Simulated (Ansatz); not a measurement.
Records of electronic-structure calculations.

## Quasiparticle gap of SiB5P5C (zincblende [110] superlattice)

The cell holds 12 atoms: 5 B, 5 P, 1 Si and 1 C. Its edges and angles: a = 3.183 Å, b = 4.522 Å, c = 9.562 Å, α = 90.0°, β = 90.0°, γ = 90.0°. It derives from BP. Regions: BP, 10 atoms (5 B and 5 P); SiC, 2 atoms (1 Si and 1 C). The structure's axis is c.

* method: DFT, PBEsol, plane waves, PAW; PAW set soft_1 (and 1 further level or step)
* program: Ansatz 0.2.0
* settings of one run: cutoff 420 eV, 6×6×2 k-mesh, smearing width 0.02 eV, PAW set soft 1, n 5, m 1
* cost: 3 runs, 6 min in all on 4 threads of Arm Neoverse V1, shared host (the runs of this entry)
* notes: The start is a generated structure, not a measured one. From 115 bands and 44 eV to 384 bands and 110 eV the gap moves by 1.648 − 1.369 = +0.279 eV; bands and screening cutoff rise together, so their parts are not told apart. Two runs can’t test a law of convergence, so the limit is not known.
* PBEsol gap over mesh and path: 0.944 eV, from k = Γ to k = (-0.500, 0.000, 0.500)
* G0W0@PBEsol gap over 10 of 18 irreducible mesh points: 1.648 eV, from k = Γ to k = (-0.500, 0.000, -0.500)
* GW settings: 4×4×2 mesh, 360 empty bands, screening to 110 eV, PAW set soft_1 files
* known limits: finite bands, screening cutoff and k mesh; no spin-orbit coupling in G0W0

Over 10 of 18 irreducible mesh points the G0W0 gap is 1.648 eV, from k = Γ to k = (-0.500, 0.000, -0.500). The PBEsol gap of this run on the mesh is 0.939 eV. Other states bound it: the two that bound the G0W0 gap lie 0.960 eV apart in PBEsol, so state for state the correction is 1.648 − 0.960 = +0.688 eV, while gap against gap it is 1.648 − 0.939 = +0.709 eV. The valence state moves by 9.135 − 9.481 = −0.346 eV and the conduction state by 10.782 − 10.441 = +0.341 eV, on the run's own scale; with 115 bands the edge states move by +0.396 and +0.804 eV, so the split between the edges depends on the bands and cutoff.

### From PBEsol to G0W0: Si5BPC5 (zincblende [110] superlattice)

The cell holds 12 atoms: 1 B, 1 P, 5 Si and 5 C. Its edges and angles: a = 3.104 Å, b = 4.418 Å, c = 9.315 Å, α = 90.0°, β = 90.0°, γ = 90.0°. It derives from BP. Regions: BP, 2 atoms (1 B and 1 P); SiC, 10 atoms (5 Si and 5 C). The structure's axis is c.

| Item | Value |
| --- | --- |
| method | DFT, PBEsol, plane waves, PAW; PAW set soft_1 (and 1 further level or step) |
| program | Ansatz 0.2.0 |
| settings of one run | cutoff 420 eV, 6×6×2 k-mesh, smearing width 0.02 eV, PAW set soft 1, n 1, m 5 |
| cost | 3 runs, 5.5 min in all on 4 threads of Arm Neoverse V1, shared host (the runs of this entry) |
| notes | The start is a generated structure, not a measured one. From 108 bands and 44 eV to 358 bands and 110 eV the gap moves by 1.052 − 0.749 = +0.303 eV; bands and screening cutoff rise together, so their parts are not told apart. Two runs can’t test a law of convergence, so the limit is not known. |
| PBEsol gap over mesh and path | 0.265 eV, from k = (0.000, 0.000, 0.500) to k = (-0.500, 0.000, 0.500) |
| G0W0@PBEsol gap over 9 of 18 irreducible mesh points | 1.052 eV, from k = (0.000, 0.000, -0.500) to k = (-0.500, 0.000, -0.500) |
| GW settings | 4×4×2 mesh, 334 empty bands, screening to 110 eV, PAW set soft_1 files |
| known limits | finite bands, screening cutoff and k mesh; no spin-orbit coupling in G0W0 |

Over 9 of 18 irreducible mesh points the G0W0 gap is 1.052 eV, from k = (0.000, 0.000, -0.500) to k = (-0.500, 0.000, -0.500). The PBEsol gap of this run on the mesh is 0.255 eV. The two states that bound the G0W0 gap lie that far apart at the start, so the correction of the gap is 1.052 − 0.255 = +0.797 eV. The valence state moves by 9.551 − 9.975 = −0.424 eV and the conduction state by 10.603 − 10.230 = +0.373 eV, on the run's own scale; with 108 bands the edge states move by +0.313 and +0.806 eV, so the split between the edges depends on the bands and cutoff.

**Si2BPC2 (zincblende [110] superlattice): band gap by G0W0 on PBEsol**

The cell holds 12 atoms: 2 B, 2 P, 4 Si and 4 C. Its edges and angles: a = 3.123 Å, b = 4.423 Å, c = 9.418 Å, α = 90.0°, β = 90.0°, γ = 90.0°. It derives from BP. Regions: BP, 4 atoms (2 B and 2 P); SiC, 8 atoms (4 Si and 4 C). The structure's axis is c.

| Quantity | Value |
| --- | --- |
| method | DFT, PBEsol, plane waves, PAW; PAW set soft_1 (and 1 further level or step) |
| program | Ansatz 0.2.0 |
| settings of one run | cutoff 420 eV, 6×6×2 k-mesh, smearing width 0.02 eV, PAW set soft 1, n 2, m 4 |
| cost | 3 runs, 5.4 min in all on 4 threads of Arm Neoverse V1, shared host (the runs of this entry) |
| notes | The start is a generated structure, not a measured one. From 110 bands and 44 eV to 364 bands and 110 eV the gap moves by 1.147 − 0.838 = +0.309 eV; bands and screening cutoff rise together, so their parts are not told apart. Two runs can’t test a law of convergence, so the limit is not known. |
| PBEsol gap over mesh and path | 0.396 eV, from k = (0.000, 0.000, 0.500) to k = (-0.500, 0.000, 0.500) |
| G0W0@PBEsol gap over 8 of 18 irreducible mesh points | 1.147 eV, from k = (0.000, 0.000, -0.500) to k = (-0.500, 0.000, -0.500) |
| GW settings | 4×4×2 mesh, 340 empty bands, screening to 110 eV, PAW set soft_1 files |
| known limits | finite bands, screening cutoff and k mesh; no spin-orbit coupling in G0W0 |

Over 8 of 18 irreducible mesh points the G0W0 gap is 1.147 eV, from k = (0.000, 0.000, -0.500) to k = (-0.500, 0.000, -0.500). The PBEsol gap of this run on the mesh is 0.387 eV. The two states that bound the G0W0 gap lie that far apart at the start, so the correction of the gap is 1.147 − 0.387 = +0.760 eV. The valence state moves by 9.704 − 10.101 = −0.397 eV and the conduction state by 10.851 − 10.488 = +0.363 eV, on the run's own scale; with 110 bands the edge states move by +0.348 and +0.799 eV, so the split between the edges depends on the bands and cutoff.

### Quasiparticle gap of SiB2P2C (zincblende [110] superlattice)

The cell holds 12 atoms: 4 B, 4 P, 2 Si and 2 C. Cell: a = 3.163 Å, b = 4.487 Å, c = 9.521 Å, α = 90.0°, β = 90.0°, γ = 90.0°. It derives from BP. Regions: BP, 8 atoms (4 B and 4 P); SiC, 4 atoms (2 Si and 2 C). The structure's axis is c.

```xyz
12
Lattice="3.1626 0.0000 0.0000 0.0000 4.4867 0.0000 0.0000 0.0000 9.5214" Properties=species:S:1:pos:R:3 pbc="T T T"
B     0.0000   -0.1238    0.7032
P     1.5813    1.0276    0.8733
B     1.5813    2.1572    2.4574
P     0.0000    3.2856    2.3727
B     0.0000   -0.0861    3.9747
P     1.5813    1.0423    4.0593
B     1.5813    2.1195    5.7289
P     0.0000    3.2710    5.5588
Si    0.0000    0.2212    7.3058
C     1.5813    1.2839    7.1607
Si    1.5813    2.4646    8.6477
C     0.0000    3.5273    8.7928
```

- method: DFT, PBEsol, plane waves, PAW; PAW set soft_1 (and 1 further level or step)
- program: Ansatz 0.2.0
- settings of one run: cutoff 420 eV, 6×6×2 k-mesh, smearing width 0.02 eV, PAW set soft 1, n 4, m 2
- cost: 3 runs, 5.9 min in all on 4 threads of Arm Neoverse V1, shared host (the runs of this entry)
- notes: The start is a generated structure, not a measured one. From 113 bands and 44 eV to 377 bands and 110 eV the gap moves by 1.521 − 1.226 = +0.295 eV; bands and screening cutoff rise together, so their parts are not told apart. Two runs can’t test a law of convergence, so the limit is not known.
- PBEsol gap over mesh and path: 0.797 eV, from k = Γ to k = (-0.500, 0.000, 0.500)
- G0W0@PBEsol gap over 10 of 18 irreducible mesh points: 1.521 eV, from k = Γ to k = (-0.500, 0.000, -0.500)
- GW settings: 4×4×2 mesh, 353 empty bands, screening to 110 eV, PAW set soft_1 files
- known limits: finite bands, screening cutoff and k mesh; no spin-orbit coupling in G0W0

Over 10 of 18 irreducible mesh points the G0W0 gap is 1.521 eV, from k = Γ to k = (-0.500, 0.000, -0.500). The PBEsol gap of this run on the mesh is 0.790 eV. The two states that bound the G0W0 gap lie that far apart at the start, so the correction of the gap is 1.521 − 0.790 = +0.731 eV. The valence state moves by 9.293 − 9.678 = −0.385 eV and the conduction state by 10.813 − 10.468 = +0.345 eV, on the run's own scale; with 113 bands the edge states move by +0.361 and +0.796 eV, so the split between the edges depends on the bands and cutoff.

[Paths, hosts, dates, memory and timing lines, banners, echoed tables and standing remarks are left out of the program output.]

[Logs are printed without paths, hosts, clocks, repeated set-up lines and the standing remarks that a program may print on its own settings, such as how far it seeks lower states.]

[Runs of the session that timed out or met a known fault of the program may be left out.]

[Cells called generated may have been cut or substituted from an entry of the Crystallography Open Database or the Materials Project.]

[Hosts, paths, dates, database ids (printed as entryN), source tags and the programs' standing remarks are cut or masked in the printed files.]
